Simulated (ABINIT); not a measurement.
# Ge (Fd-3m) in ABINIT: notebook

The runs below take Ge through band structure, with BP86, LDA-PZ, LDA-VWN.

All numbers are computed with ABINIT 10.8.3 (patched build); they aren't measurements. Logs are shortened: lines on timing, memory, paths and dates and some standing lists are left out, and cuts for length are marked. The log counts tension as positive stress, the text compression.

**The experiment to reproduce.**

“Electronic and optical properties of SixGe1-x-ySny alloys lattice-matched to Ge”, 2021, arxiv:2109.02782 reports, for a bulk crystal of Ge: band gap 0.807 eV (direct) at 300 K; band gap 0.666 eV (indirect) at 293 K.

From “Temperature-dependent photoluminescence in Ge: experiment and theory”, 2020, arxiv:2003.00143, for a bulk crystal of Ge at 0 K: band gap 0.744 eV (indirect).

How close the calculation comes is told below.

### 1 The crystal as given

Symmetry: Fd-3m, No. 227, cubic system. The conventional cell has a = 5.658 Å, b = 5.658 Å, c = 5.658 Å, α = 90.00°, β = 90.00°, γ = 90.00°. Ge (site symmetry -43m) has 4 Ge at 2.45 Å as nearest neighbours.

### 2 Band structure, BP86

Input file run.abi:

```
# Datasets: ground state, then fixed potential
ndtset 2

# Pseudopotentials
pp_dirpath "./"
pseudos "Ge.GGA_PBE-JTH.xml"

# Structure
acell 3*1.0
rprim
     0.0000000000     5.3458651312     5.3458651312
     5.3458651312     0.0000000000     5.3458651312
     5.3458651312     5.3458651312     0.0000000000
ntypat 1
znucl 32
natom 2
typat 1 1
xred
     0.7500000000     0.7500000000     0.7500000000
     0.5000000000     0.5000000000     0.5000000000

# Plane-wave basis
ecut 20.0
pawecutdg 40.0

# Exchange and correlation
ixc -106132

# Bands and occupations
occopt 3
tsmear 0.05 eV

# SCF cycle
nstep 100

# Output
iomode 3
prtwf 0
prteig 0
prtebands 0
enunit 1
prtden1 1

# Dataset 1
kptopt1 1
ngkpt1 8 8 8
nshiftk1 1
shiftk1 0.0 0.0 0.0
nband1 18
tolvrs1 1.0e-9

# Dataset 2: bands along G-X-W-K-G-L-U-W-L-K
iscf2 -2
getden2 1
nband2 22
nbdbuf2 2
tolwfr2 1.0e-12
kptopt2 -9
ndivsm2 5
prteig2 1
prtvol2 -3
kptbounds2
     0.0000000000     0.0000000000     0.0000000000
     0.5000000000     0.0000000000     0.5000000000
     0.5000000000     0.2500000000     0.7500000000
     0.3750000000     0.3750000000     0.7500000000
     0.0000000000     0.0000000000     0.0000000000
     0.5000000000     0.5000000000     0.5000000000
     0.6250000000     0.2500000000     0.6250000000
     0.5000000000     0.2500000000     0.7500000000
     0.5000000000     0.5000000000     0.5000000000
     0.3750000000     0.3750000000     0.7500000000
```

Potentials or basis: JTH PAW PBE v2.0.

Started as:

```console
$ abinit run.abi > log 2>&1
```

run.abo:

```text
.Version 10.8.3 of ABINIT
 DATASET    1 : space group Fd -3 m (#227); Bravais cF (face-center cubic)
================================================================================
 Values of the parameters that define the memory need for DATASET  1.
     intxc =       0    ionmov =       0      iscf =      17    lmnmax =      18
     lnmax =       6     mgfft =      32  mpssoang =       3    mqgrid =    3001
     natom =       2  nloc_mem =       2    nspden =       1   nspinor =       1
    nsppol =       1      nsym =      48    n1xccc =       1    ntypat =       1
    occopt =       3   xclevel =       2
       mpw =        1323          nfft =       32768          nkpt =          29
 PAW method is used; the additional fine FFT grid is defined by:
   mgfftf=        45    nfftf =     91125
================================================================================
================================================================================

 DATASET    2 : space group Fd -3 m (#227); Bravais cF (face-center cubic)
================================================================================
 Values of the parameters that define the memory need for DATASET  2.
     intxc =       0    ionmov =       0      iscf =      -2    lmnmax =      18
     lnmax =       6     mgfft =      32  mpssoang =       3    mqgrid =    3001
     natom =       2  nloc_mem =       2    nspden =       1   nspinor =       1
    nsppol =       1      nsym =      48    n1xccc =       1    ntypat =       1
    occopt =       3   xclevel =       2
       mpw =        1326          nfft =       32768          nkpt =          87
 PAW method is used; the additional fine FFT grid is defined by:
   mgfftf=        45    nfftf =     91125
================================================================================
================================================================================

--------------------------------------------------------------------------------
------------- Echo of variables that govern the present computation ------------
--------------------------------------------------------------------------------
 -outvars: echo values of preprocessed input variables --------
            acell      1.0000000000E+00  1.0000000000E+00  1.0000000000E+00 Bohr
              amu      7.26100000E+01
             ecut      2.00000000E+01 Hartree
           enunit           1
           getden1          0
           getden2          1
             iscf1         17
             iscf2         -2
              ixc     -106132
           jdtset        1    2
           kptopt1          1
           kptopt2         -9
         kptrlatt        8    0    0      0    8    0      0    0    8
          kptrlen1     6.04815598E+01
          kptrlen2     3.00000000E+01
            natom           2
            nband1         18
            nband2         22
           nbdbuf1          0
           nbdbuf2          2
           ndtset           2
           ndivsm1          0
           ndivsm2          5
            ngfft          32      32      32
          ngfftdg          45      45      45
             nkpt1         29
             nkpt2         87
            nstep         100
             nsym          48
           ntypat           1
           occopt           3
        pawecutdg      4.00000000E+01 Hartree
         pawxcdev           0
        prtebands           0
           prteig1          0
           prteig2          1
           prtvol1          0
           prtvol2         -3
            prtwf           0
            rprim      0.0000000000E+00  5.3458651312E+00  5.3458651312E+00
                       5.3458651312E+00  0.0000000000E+00  5.3458651312E+00
                       5.3458651312E+00  5.3458651312E+00  0.0000000000E+00
           shiftk1     0.00000000E+00  0.00000000E+00  0.00000000E+00
           shiftk2     5.00000000E-01  5.00000000E-01  5.00000000E-01
          spgroup         227
           tolvrs1     1.00000000E-09
[... 240 lines left out ...]
 Non-SCF case, kpt    1 (  0.00000  0.00000  0.00000), residuals and eigenvalues=
  7.47E-13  3.71E-13  4.17E-13  6.58E-13  8.86E-13  8.33E-13  4.80E-13  2.89E-13
  3.55E-13  3.78E-13  3.86E-13  4.27E-13  5.15E-13  5.42E-13  3.65E-13  5.48E-13
  2.20E-13  2.65E-13  1.34E-13  4.87E-13  9.85E-11  3.37E-13
 -6.6036E-01 -6.6036E-01 -6.6036E-01 -6.5895E-01 -6.5895E-01 -6.5122E-01
 -6.5122E-01 -6.5122E-01 -6.5071E-01 -6.5071E-01 -2.1776E-01  2.4903E-01
  2.5275E-01  2.5275E-01  2.5275E-01  3.4680E-01  3.4680E-01  3.4680E-01
  4.9034E-01  6.0408E-01  6.0408E-01  6.5129E-01
 Non-SCF case, kpt    2 (  0.03571  0.00000  0.03571), residuals and eigenvalues=
  9.48E-13  5.80E-13  5.30E-13  4.14E-13  6.68E-13  5.62E-13  3.87E-13  5.20E-13
  9.02E-13  3.96E-13  7.34E-13  4.98E-13  6.18E-13  7.89E-13  6.14E-13  2.17E-13
[... 671 lines left out ...]
  3.30E-13  5.70E-13  1.49E-13  9.58E-13  6.89E-13  9.34E-13  9.04E-13  1.51E-13
  5.54E-13  2.15E-13  8.95E-13  3.19E-13  1.60E-06  3.08E-06
 -6.6223E-01 -6.6162E-01 -6.5836E-01 -6.5575E-01 -6.5540E-01 -6.5507E-01
 -6.5429E-01 -6.5266E-01 -6.4922E-01 -6.4866E-01 -9.9550E-02 -4.6586E-02
  9.2597E-02  1.5995E-01  2.9998E-01  4.2412E-01  4.9753E-01  5.0874E-01
  5.5049E-01  6.0879E-01  7.4692E-01  7.7690E-01
 Non-SCF case, kpt   87 (  0.37500  0.37500  0.75000), residuals and eigenvalues=
  9.66E-13  8.42E-13  3.11E-13  9.98E-13  1.87E-13  3.04E-13  6.13E-13  2.45E-13
  1.83E-13  7.01E-13  2.54E-13  3.38E-13  6.58E-13  3.66E-13  3.53E-13  3.79E-13
  2.78E-13  2.00E-13  1.19E-13  6.46E-13  1.70E-05  9.54E-05
 -6.6221E-01 -6.6163E-01 -6.5833E-01 -6.5616E-01 -6.5516E-01 -6.5470E-01
 -6.5448E-01 -6.5269E-01 -6.4920E-01 -6.4867E-01 -9.2699E-02 -5.3615E-02
  9.3983E-02  1.5590E-01  2.9635E-01  4.0335E-01  5.1658E-01  5.2346E-01
  5.5465E-01  6.1618E-01  7.5079E-01  7.9590E-01

--- !ResultsGS
iteration_state: {dtset: 2, }
comment   : Summary of ground state results
lattice_vectors:
- [  0.0000000,   5.3458651,   5.3458651, ]
- [  5.3458651,   0.0000000,   5.3458651, ]
- [  5.3458651,   5.3458651,   0.0000000, ]
lattice_lengths: [   7.56019,    7.56019,    7.56019, ]
lattice_angles: [ 60.000,  60.000,  60.000, ] # degrees, (23, 13, 12)
lattice_volume:   3.0555120E+02
convergence: {deltae:  0.000E+00, res2:  0.000E+00, residm:  9.997E-13, diffor:  0.000E+00, }
etotal    :  -1.91300110E+02
entropy   :   0.00000000E+00
fermie    :   2.53378059E-01
cartesian_stress_tensor: null
pressure_GPa: null
xred      :
- [  7.5000E-01,   7.5000E-01,   7.5000E-01, Ge]
- [  5.0000E-01,   5.0000E-01,   5.0000E-01, Ge]
cartesian_forces: null
force_length_stats: {min: null, max: null, mean: null, }
...

 Integrated electronic density in atomic spheres:
 ------------------------------------------------
 Atom  Sphere_radius  Integrated_density
    1        2.30477         12.40758948
    2        2.30477         12.39889899

================================================================================

 ----iterations are completed or convergence reached----

 Mean square residual over all n,k,spin=   48.204E-14; max=  99.971E-14
 reduced coordinates (array xred) for    2 atoms
       0.750000000000      0.750000000000      0.750000000000
       0.500000000000      0.500000000000      0.500000000000

 cartesian coordinates (angstrom) at end:
    1      4.24336499710928     4.24336499710928     4.24336499710928
    2      2.82890999807285     2.82890999807285     2.82890999807285
 length scales=  1.000000000000  1.000000000000  1.000000000000 bohr
              =  0.529177210544  0.529177210544  0.529177210544 angstroms
 Eigenvalues (   eV  ) for nkpt=  87  k points:
 kpt#   1, nband= 22, wtk=  1.00000, kpt=  0.0000  0.0000  0.0000 (reduced coord)
 -17.96919  -17.96919  -17.96919  -17.93087  -17.93087  -17.72069  -17.72069  -17.72069
 -17.70682  -17.70682   -5.92566    6.77654    6.87763    6.87763    6.87763    9.43698
   9.43698    9.43698   13.34277   16.43777   16.43777   17.72257
 kpt#   2, nband= 22, wtk=  1.00000, kpt=  0.0357  0.0000  0.0357 (reduced coord)
 -17.97024  -17.96961  -17.96961  -17.93046  -17.92875  -17.72645  -17.72061  -17.72061
 -17.70748  -17.70322   -5.90488    6.13906    6.77525    6.77525    7.50764    9.36793
   9.56512    9.56512   13.45863   16.04003   16.45853   17.76612
 kpt#   3, nband= 22, wtk=  1.00000, kpt=  0.0714  0.0000  0.0714 (reduced coord)
 -17.97241  -17.97098  -17.97098  -17.92811  -17.92236  -17.73626  -17.71819  -17.71819
 -17.70931  -17.69795   -5.84258    5.45365    6.51653    6.51653    8.16461    9.18483
   9.90211    9.90211   13.78312   15.33759   16.52346   17.89512
 kpt#   4, nband= 22, wtk=  1.00000, kpt=  0.1071  0.0000  0.1071 (reduced coord)
 -17.97493  -17.97345  -17.97345  -17.92447  -17.91325  -17.74856  -17.71463  -17.71463
 -17.71264  -17.69406   -5.73892    4.77127    6.18223    6.18223    8.77617    8.93438
  10.36567   10.36567   14.26744   14.64724   16.63109   18.11087
 kpt#   5, nband= 22, wtk=  1.00000, kpt=  0.1429  0.0000  0.1429 (reduced coord)
[... 317 lines left out ...]
 -17.66862  -17.65447   -3.17092   -0.89057    2.81696    4.65274    8.41778   11.84228
  12.76035   13.00924   15.34327   16.67388   18.71060   20.52238
 kpt#  85, nband= 22, wtk=  1.00000, kpt=  0.4028  0.4028  0.6944 (reduced coord)
 -18.01952  -18.00301  -17.91713  -17.84343  -17.84109  -17.82652  -17.79600  -17.75802
 -17.66698  -17.65209   -2.94397   -1.05447    2.60145    4.49106    8.28702   12.04789
  12.90610   13.32311   15.12684   16.55755   19.60483   20.80132
 kpt#  86, nband= 22, wtk=  1.00000, kpt=  0.3889  0.3889  0.7222 (reduced coord)
 -18.02014  -18.00366  -17.91491  -17.84386  -17.83429  -17.82540  -17.80417  -17.75984
 -17.66610  -17.65099   -2.70889   -1.26767    2.51968    4.35249    8.16291   11.54081
  13.53846   13.84353   14.97956   16.56591   20.32468   21.14040
 kpt#  87, nband= 22, wtk=  1.00000, kpt=  0.3750  0.3750  0.7500 (reduced coord)
 -18.01959  -18.00375  -17.91410  -17.85512  -17.82793  -17.81517  -17.80937  -17.76064
 -17.66576  -17.65111   -2.52248   -1.45893    2.55740    4.24237    8.06405   10.97577
  14.05690   14.24406   15.09267   16.76717   20.42993   21.65762

== END DATASET(S) ==============================================================
================================================================================

 -outvars: echo values of variables after computation  --------
            acell      1.0000000000E+00  1.0000000000E+00  1.0000000000E+00 Bohr
           etotal1    -1.9130010998E+02
            fcart1     5.4107051241E-31 -1.4756468520E-31 -3.4431759881E-31
                      -5.4107051241E-31  1.4756468520E-31  3.4431759881E-31
            rprim      0.0000000000E+00  5.3458651312E+00  5.3458651312E+00
                       5.3458651312E+00  0.0000000000E+00  5.3458651312E+00
                       5.3458651312E+00  5.3458651312E+00  0.0000000000E+00
           strten1    -1.1354053559E-04 -1.1354053559E-04 -1.1354053559E-04
                       0.0000000000E+00  0.0000000000E+00  0.0000000000E+00
           xangst      4.2433649971E+00  4.2433649971E+00  4.2433649971E+00
                       2.8289099981E+00  2.8289099981E+00  2.8289099981E+00
             xred      7.5000000000E-01  7.5000000000E-01  7.5000000000E-01
                       5.0000000000E-01  5.0000000000E-01  5.0000000000E-01
 Calculation completed.
```

Run time: 72 s. Hardware: 1 thread of Intel Xeon Platinum 8488C (Sapphire Rapids), shared host; peak memory 0.14 GiB.

Results:

```
Free energy                                           : -5205.5412 eV
Band gap on the k mesh                                : none (metal or under the smearing width)
Valence electrons inside the program's atomic spheres : Ge 12.41, 12.40 (radii [1.2196] Å)
```

Levels at the corners of the path, in eV from the Fermi level:
| point | band 11 | band 12 | band 13 | band 14 | band 15 | band 16 | band 17 | band 18 |
| --- | --- | --- | --- | --- | --- | --- | --- | --- |
| Γ | -12.82 | -0.12 | -0.02 | -0.02 | -0.02 | 2.54 | 2.54 | 2.54 |
| X | -8.94 | -8.94 | -3.09 | -3.09 | 0.77 | 0.77 | 9.44 | 9.44 |
| W | -8.85 | -8.85 | -3.91 | -3.91 | 4.28 | 4.28 | 4.75 | 4.75 |
| K | -9.42 | -8.35 | -4.34 | -2.65 | 1.17 | 4.08 | 7.16 | 7.35 |
| Γ | -12.82 | -0.12 | -0.02 | -0.02 | -0.02 | 2.54 | 2.54 | 2.54 |
| L | -10.74 | -7.64 | -1.43 | -1.43 | 0.13 | 3.76 | 3.76 | 7.17 |
| U | -9.42 | -8.35 | -4.34 | -2.65 | 1.17 | 4.08 | 7.16 | 7.35 |
| W | -8.85 | -8.85 | -3.91 | -3.91 | 4.28 | 4.28 | 4.75 | 4.75 |
| L | -10.74 | -7.64 | -1.43 | -1.43 | 0.13 | 3.76 | 3.76 | 7.17 |
| K | -9.42 | -8.35 | -4.34 | -2.65 | 1.17 | 4.08 | 7.16 | 7.35 |

Caveat: the cutoff is too short for stress, so the log's stress isn't used; the PAW data sets were made with another functional, which shifts forces and pressure a little; this crystal is a semiconductor, whose small gap the functional closes, so the metal is an error of the method.

(Part 1 of 2 ends here.)
